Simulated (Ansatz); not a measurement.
# Al: the cost of one run

Program: Ansatz 0.2.0. Level of theory: DFT PBE+D3(BJ), plane waves, PAW, scalar-relativistic, no spin polarisation. These are calculated values, not measurements.

**1. The system as given**

The cell holds 17 atoms (Al17): a = 8.100 Å, b = 5.728 Å, c = 15.296 Å, α = 90.00°, β = 90.00°, γ = 90.00°.

Structure file:

```cif
data_structure
_symmetry_space_group_name_H-M 'P 1'
_symmetry_Int_Tables_number 1
_cell_length_a 8.1000
_cell_length_b 5.7276
_cell_length_c 15.2957
_cell_angle_alpha 90.000
_cell_angle_beta 90.000
_cell_angle_gamma 90.000
_cell_volume 709.62
loop_
_atom_site_label
_atom_site_type_symbol
_atom_site_fract_x
_atom_site_fract_y
_atom_site_fract_z
_atom_site_occupancy
Al1 Al 0.25000 0.25000 0.06538 1
Al2 Al 0.75000 0.25000 0.06538 1
Al3 Al 0.25000 0.75000 0.06538 1
Al4 Al 0.75000 0.75000 0.06538 1
Al5 Al 0.00000 0.00000 0.15899 1
Al6 Al 0.50000 0.00000 0.15899 1
Al7 Al 0.00000 0.50000 0.15899 1
Al8 Al 0.50000 0.50000 0.15899 1
Al9 Al 0.25000 0.25000 0.25261 1
Al10 Al 0.75000 0.25000 0.25261 1
Al11 Al 0.25000 0.75000 0.25261 1
Al12 Al 0.75000 0.75000 0.25261 1
Al13 Al 0.00000 0.00000 0.34622 1
Al14 Al 0.50000 0.00000 0.34622 1
Al15 Al 0.00000 0.50000 0.34622 1
Al16 Al 0.50000 0.50000 0.34622 1
Al17 Al 0.65813 0.33851 0.47109 1
```

**2. Relaxing end A**

File input.yaml:

```yaml
crystal:
  lattice:
    - [8.1, 0.0, 0.0]
    - [0.0, 5.727565, 0.0]
    - [0.0, 0.0, 15.295674]
  atoms:
    - { symbol: Al, position: [0.25, 0.25, 0.065378] }
    - { symbol: Al, position: [0.75, 0.25, 0.065378] }
    - { symbol: Al, position: [0.25, 0.75, 0.065378] }
    - { symbol: Al, position: [0.75, 0.75, 0.065378] }
    - { symbol: Al, position: [0.0, 0.0, 0.1589921] }
    - { symbol: Al, position: [0.5, 0.0, 0.1589921] }
    - { symbol: Al, position: [0.0, 0.5, 0.1589921] }
    - { symbol: Al, position: [0.5, 0.5, 0.1589921] }
    - { symbol: Al, position: [0.25, 0.25, 0.2526062] }
    - { symbol: Al, position: [0.75, 0.25, 0.2526062] }
    - { symbol: Al, position: [0.25, 0.75, 0.2526062] }
    - { symbol: Al, position: [0.75, 0.75, 0.2526062] }
    - { symbol: Al, position: [0.0, 0.0, 0.3462204] }
    - { symbol: Al, position: [0.5, 0.0, 0.3462204] }
    - { symbol: Al, position: [0.0, 0.5, 0.3462204] }
    - { symbol: Al, position: [0.5, 0.5, 0.3462204] }
    - { symbol: Al, position: [0.6581272, 0.3385077, 0.4710923] }
basis:
  ecutwfc: 420.0
kpoints:
  mp_grid: { grid: [2, 3, 1] }
hamiltonian:
  xc: pbe
  dispersion: d3bj
scf:
  occupations: { method: gaussian, width: 0.05 }
  lower_state_search: "off"
relax:
  f_tol: 0.03
  max_steps: 60
  adjacent_minimum: "off"
  constraints: [{ sites: [0, 1, 2, 3] }]
```

Run with:

```sh
ansatz run input.yaml --threads 1 --pin off --max-ram 3072MiB --backend cpu --events-out ev --progress --plain --runs-dir out
```

**Question.** How long does this run take on 1 thread of Intel Xeon 6975P-C (Granite Rapids), shared host, and how much memory does it need?

About 45 s, with a peak of 0.63 GiB.
